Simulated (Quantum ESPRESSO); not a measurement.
Set up this calculation in Quantum ESPRESSO 7.5, as the native input.

```
Task                : single point
Functional          : PBE
Potentials or basis : SSSP 1.3 efficiency PBE
Cutoff              : 816 eV
Density cutoff      : 3265 eV
k mesh              : 11 × 12 × 11
Occupations         : fermi-dirac, width 0.05 eV
Spin                : no spin polarisation
Mixing beta         : 0.5
Most SCF iterations : 120
SCF threshold       : 2e-10 Ry
```

Au:

```
CELL_PARAMETERS angstrom
-0.04177 1.95347 2.18363
2.02130 0.08375 2.05811
2.13229 1.93894 -0.02724
ATOMIC_POSITIONS crystal
Au 0.00000 0.00000 0.00000
```

This isn't the form of Au at room conditions, which is fcc.

One way to write it, as run:

pw.in

```
&CONTROL
  calculation = 'scf'
  prefix = 'pwscf'
  outdir = './tmp'
  pseudo_dir = './pseudo'
  tprnfor = .true.
  tstress = .true.
  disk_io = 'nowf'
/
&SYSTEM
  ibrav = 0
  nat = 1
  ntyp = 1
  ecutwfc = 60
  nbnd = 16
  occupations = 'smearing'
  smearing = 'fd'
  degauss = 0.00367493
/
&ELECTRONS
  conv_thr = 2d-10
  electron_maxstep = 120
  mixing_beta = 0.5
/
ATOMIC_SPECIES
Au   196.9666 Au_ONCV_PBE-1.0.oncvpsp.upf
CELL_PARAMETERS angstrom
  -0.0417739400    1.9534674600    2.1836343100
   2.0212981700    0.0837522500    2.0581081200
   2.1322925200    1.9389356200   -0.0272421100
ATOMIC_POSITIONS crystal
Au     0.0000000000    0.0000000000    0.0000000000
K_POINTS automatic
11 12 11 0 0 0
```

Potentials or basis: SSSP 1.3 efficiency PBE.

Command:

```sh
$ OMP_NUM_THREADS=1 pw.x -in pw.in > pw.out
```

Results of the run:

```json
{
 "Pressure": "9.1 GPa",
 "Band gap on the k mesh": "none (metal or under the smearing width)"
}
```

It took 110 s on 1 thread of Intel(R) Xeon(R) Platinum 8488C (Sapphire Rapids), with other jobs on the host, peak memory 0.19 GiB.
